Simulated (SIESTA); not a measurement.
Runs of SIESTA 5.4.2 on NiSb (Breithauptite). It takes space group P6_3/mmc (No. 194, hexagonal). The conventional cell has a = 3.928 Å, b = 3.928 Å, c = 5.120 Å, α = 90.00°, β = 90.00°, γ = 120.00°. Sb (site symmetry -6m2) has 6 Ni at 2.60 Å as nearest neighbours. Ni (site symmetry -3m) has 2 Ni at 2.56 Å and 6 Sb at 2.60 Å as nearest neighbours. 

```csv
level,potentials or basis,gap on the mesh (eV),pressure (GPa),moment (μB)
PBEsol,"PseudoDojo 0.4 standard (PBEsol files), DZP (energy shift 0.003 Ry; two zetas on semicore shells)",none,-0.1,0.00
PBE,"PseudoDojo 0.4 standard (PBE files), DZP (energy shift 0.003 Ry; two zetas on semicore shells)",none,5.6,0.00
RPBE,"PseudoDojo 0.4 standard (PBE files), DZP (energy shift 0.003 Ry; two zetas on semicore shells)",none,(a),0.00
WC,"PseudoDojo 0.4 standard (PBEsol files), DZP (energy shift 0.003 Ry; two zetas on semicore shells)",none,0.7,0.00
AM05,"PseudoDojo 0.4 standard (PBEsol files), DZP (energy shift 0.003 Ry; two zetas on semicore shells)",none,-0.9,0.00
PW91,"PseudoDojo 0.4 standard (PBE files), DZP (energy shift 0.003 Ry; two zetas on semicore shells)",none,5.6,0.00
revPBE,"PseudoDojo 0.4 standard (PBE files), DZP (energy shift 0.003 Ry; two zetas on semicore shells)",none,(b),0.00
BLYP,"PseudoDojo 0.4 standard (PBE files), DZP (energy shift 0.003 Ry; two zetas on semicore shells)",none,13.0,0.00
LDA,"PseudoDojo 0.4 standard (LDA files), DZP (energy shift 0.003 Ry; two zetas on semicore shells)",none,-3.7,0.00
```

Alike in all rows: task single point; spin collinear, ferromagnetic start; cell as given; k mesh 6 × 6 × 4; smearing fermi-dirac 0.05 eV; grid cutoff 800 Ry; energy shift 0.003 Ry.

**Question.** Fill in the values left out.

**Answer.** (a) 8.5; (b) 7.7.

Caveats: short orbitals over semicore shells can move pressures by several GPa; the basis of atomic orbitals isn't converged, which shifts pressures, moduli and gaps; the potentials were made for another functional, which shifts forces and pressure (some runs).

A k mesh can miss the band edges, and the runs leave out spin-orbit coupling on Sb.

A gap of «none» marks a metal or a gap under the smearing width.
